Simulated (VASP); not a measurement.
VASP 6.6.1 run: BaS

INCAR

```
LASPH = .TRUE.
LREAL = .FALSE.
ALGO = Fast
IVDW = 12
LCHARG = .FALSE.
ISIF = 2
GGA = PE
PREC = Accurate
LWAVE = .FALSE.
ISMEAR = -1
NELM = 56
IBRION = -1
NBANDS = 15
ENCUT = 520
EDIFF = 1E-7
NSW = 0
SIGMA = 0.02
```

KPOINTS

```
KPOINTS created by Atomic Simulation Environment
0
Gamma
6 6 6
0 0 0
```

POSCAR

```
Ba S
 1.0000000000000000
     0.0000000000000000    3.5194117709000001    3.4616934178999998
     3.5194117709000001    0.0000000000000000    3.4616934178999998
     3.5194117709000001    3.5194117709000001    0.0000000000000000
 Ba  S
   1   1
Cartesian
  0.0000000000000000  0.0000000000000000  0.0000000000000000
  1.7597058854500001  1.7597058854500001  1.7308467089499999
```

The recommended PBE PAW datasets give the neutral cell 16 valence electrons.

Command

```
mpirun -np 1 vasp_std
```

OSZICAR

```
N       E                     dE             d eps       ncg     rms          rms(c)
DAV:   1     0.923929153400E+02    0.92393E+02   -0.64290E+03   900   0.891E+02
DAV:   2    -0.380116161411E+01   -0.96194E+02   -0.87189E+02  1221   0.163E+02
DAV:   3    -0.105382559483E+02   -0.67371E+01   -0.66773E+01  1250   0.472E+01
DAV:   4    -0.107078847919E+02   -0.16963E+00   -0.16958E+00  1239   0.763E+00
DAV:   5    -0.107110067795E+02   -0.31220E-02   -0.31219E-02  1341   0.840E-01    0.519E+00
RMM:   6    -0.974447410269E+01    0.96653E+00   -0.12890E+00   933   0.394E+00    0.361E+00
RMM:   7    -0.970357502418E+01    0.40899E-01   -0.41980E-01  1022   0.237E+00    0.238E+00
RMM:   8    -0.973776258970E+01   -0.34188E-01   -0.10749E-01   903   0.198E+00    0.108E+00
RMM:   9    -0.972635631149E+01    0.11406E-01   -0.76387E-03  1200   0.580E-01    0.782E-01
RMM:  10    -0.972620540747E+01    0.15090E-03   -0.20190E-02  1259   0.537E-01    0.207E-01
...
RMM:  15    -0.972796514343E+01    0.16177E-03   -0.14358E-04  1314   0.585E-02    0.126E-01
RMM:  16    -0.972798090291E+01   -0.15759E-04   -0.89180E-04  1517   0.118E-01    0.952E-02
RMM:  17    -0.972793371679E+01    0.47186E-04   -0.47537E-05  1154   0.337E-02    0.606E-02
RMM:  18    -0.972791960511E+01    0.14112E-04   -0.26463E-05  1145   0.253E-02    0.397E-02
RMM:  19    -0.972792231819E+01   -0.27131E-05   -0.15482E-06  1208   0.866E-03    0.429E-02
RMM:  20    -0.972791443726E+01    0.78809E-05   -0.54286E-05  1528   0.361E-02    0.111E-02
RMM:  21    -0.972791354854E+01    0.88872E-06   -0.23828E-06  1100   0.998E-03    0.291E-03
RMM:  22    -0.972791366600E+01   -0.11746E-06   -0.91553E-07  1120   0.561E-03    0.196E-03
RMM:  23    -0.972791369136E+01   -0.25352E-07   -0.13322E-07   894   0.167E-03
   1 F= -.10135991E+02 E0= -.10135991E+02  d E =-.562026E-11
```

Standard output (part)

```
POSCAR found type information on POSCAR BaS
 POSCAR found :  2 types and       2 ions
 LDA part: xc-table for (Slater+PW92), standard interpolation
 POSCAR, INCAR and KPOINTS ok, starting setup
 WAVECAR not read
 entering main loop
```

From OUTCAR

```
k-points           NKPTS =     30   k-points in BZ     NKDIM =     30   number of bands    NBANDS=     15

   NELECT =      16.0000    total number of electrons

   dimension x,y,z NGX =    40 NGY =   40 NGZ =   40
   dimension x,y,z NGXF=    80 NGYF=   80 NGZF=   80

  energy-cutoff  :      520.00
  volume of cell :       85.75
      direct lattice vectors                 reciprocal lattice vectors
     0.000000000  3.519411771  3.461693418    -0.142069196  0.142069196  0.144437979
     3.519411771  0.000000000  3.461693418     0.142069196 -0.142069196  0.144437979
     3.519411771  3.519411771  0.000000000     0.142069196  0.142069196 -0.144437979

 k-points in reciprocal lattice and weights: KPOINTS created by Atomic Simulation Env
   0.00000000  0.00000000  0.00000000       0.005
   0.16666667  0.00000000  0.00000000       0.037
   0.33333333  0.00000000  0.00000000       0.037
   0.50000000  0.00000000  0.00000000       0.019
   0.16666667  0.16666667  0.00000000       0.009
   0.33333333  0.16666667  0.00000000       0.037
   0.50000000  0.16666667  0.00000000       0.037
  -0.33333333  0.16666667  0.00000000       0.037
   ...

 E-fermi :   0.3592

 k-point     1 :       0.0000    0.0000    0.0000
  band No.  band energies     occupation
      1     -26.1542      2.00000
      2     -11.3408      2.00000
      3     -11.3382      2.00000
      4     -11.3382      2.00000
      5     -10.0418      2.00000
      6      -0.8167      2.00000
      7      -0.8167      2.00000
      8      -0.8080      2.00000
      9       2.6796      0.00000
     10       4.9011      0.00000
     11       5.0181      0.00000
     12       6.8756      0.00000
     13       6.8756      0.00000
     14       7.0053      0.00000
     15       9.9292      0.00000

 k-point     2 :       0.1667    0.0000    0.0000
  band No.  band energies     occupation
      1     -26.1502      2.00000
      2     -11.5611      2.00000
      3     -11.3498      2.00000
      4     -11.3494      2.00000
      5      -9.8133      2.00000
      6      -0.8796      2.00000
      7      -0.7465      2.00000
      8      -0.7367      2.00000
      9       3.2616      0.00000
     10       4.7302      0.00000
     11       4.8163      0.00000
     12       6.6092      0.00000
     13       7.2659      0.00000
     14       7.3311      0.00000
     15       8.5239      0.00000

 k-point     3 :       0.3333    0.0000    0.0000
  band No.  band energies     occupation
      1     -26.1422      2.00000
      2     -11.8796      2.00000
      3     -11.3715      2.00000
      4     -11.3695      2.00000
      5      -9.4905      2.00000
      6      -0.8266      2.00000
      7      -0.6171      2.00000
      8      -0.5991      2.00000
      9       4.1649      0.00000
     10       4.8025      0.00000
     11       4.8428      0.00000
     12       5.9653      0.00000
     13       6.9930      0.00000
     14       7.0115      0.00000
     15       7.5595      0.00000

 ...

  Total       0.02912     0.02912     0.04129     0.00000     0.00000     0.00000
  in kB       0.54405     0.54405     0.77140     0.00000     0.00000     0.00000
  external pressure =        0.62 kB  Pullay stress =        0.00 kB

 POSITION                                       TOTAL-FORCE (eV/Angst)
 -----------------------------------------------------------------------------------
      0.00000      0.00000      0.00000         0.000000      0.000000     -0.000000
      1.75971      1.75971      1.73085        -0.000000     -0.000000      0.000000
 -----------------------------------------------------------------------------------
    total drift:                                0.000000      0.000000      0.000000

  FREE ENERGIE OF THE ION-ELECTRON SYSTEM (eV)
  ---------------------------------------------------
  free  energy   TOTEN  =       -10.1359909463 eV

  energy  without entropy=      -10.1359909463  energy(sigma->0) =      -10.13599095
```

It converged. Results: gap between bands v and c on the k mesh 2.78 eV; least direct gap on the k mesh 3.40 eV; pressure 0.1 GPa. Band v is the last that the valence electrons fill when counted band by band, and c is the next.

For comparison, a separate PBE run of the intended cell, on usual settings and not on those above, gives a gap of 2.78 eV on its mesh and a pressure of 0.9 GPa.

The run above took about 84 s on one core of a shared host (Intel Xeon Platinum 8488C) and held 0.25 GiB at most.
